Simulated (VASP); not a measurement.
ZnCu: single point with LDA

Crystal: ZnCu.

```
Zn Cu
1.0
     2.94500    0.00000    0.00000
     0.00000    2.94500    0.00000
     0.00000    0.00000    2.94500
Zn Cu
1 1
Direct
  0.49510 0.49510 0.49510
  0.00000 0.00000 0.00000
```

The cell isn't the ideal one: all Zn atoms moved +0.025 Å, as atom 1 towards its neighbour atom 2 (Cu) at 2.550 Å.

```json
{"Program": "VASP 6.6.1", "Task": "single point", "Functional": "LDA", "Potentials or basis": "VASP PAW LDA potentials, release 64 (Zn, Cu)", "Cutoff": "520 eV", "k mesh": "16 × 16 × 16", "Occupations": "gaussian, width 0.15 eV", "Spin": "no spin polarisation"}
```

The pressure is -8.9 GPa, the largest force is 0.099 eV/Å and the band gap on the k mesh is none (metal or under the smearing width).

Forces on the atoms (eV/Å):
```
Zn   0.057  0.057  0.057
Cu  -0.057 -0.057 -0.057
```

Levels at points of the mesh, in eV from the Fermi level:
| k point | band 8 | band 9 | band 10 | band 11 | band 12 | band 13 | band 14 | band 15 | band 16 | band 17 |
| --- | --- | --- | --- | --- | --- | --- | --- | --- | --- | --- |
| (0.00, 0.00, 0.00) | -3.61 | -2.77 | -2.77 | -2.77 | 6.18 | 6.18 | 6.18 | 11.39 | 11.39 | 12.12 |
| (0.50, 0.00, 0.00) | -3.72 | -3.32 | -3.32 | -2.85 | -2.03 | 11.64 | 11.64 | 12.30 | 12.31 | 13.59 |
| (0.50, 0.50, 0.00) | -2.92 | -2.92 | -2.53 | -1.85 | -1.85 | 1.71 | 2.08 | 13.78 | 15.54 | 15.54 |
| (0.50, 0.50, 0.50) | -4.32 | -2.51 | -2.51 | 3.71 | 4.33 | 4.36 | 4.36 | 4.55 | 4.55 | 4.59 |

Run time: 2.2 min on 1 thread of Intel(R) Xeon(R) Platinum 8259CL CPU @ 2.50GHz (Skylake/Cascade Lake), on a shared host, peak memory 0.3 GiB.
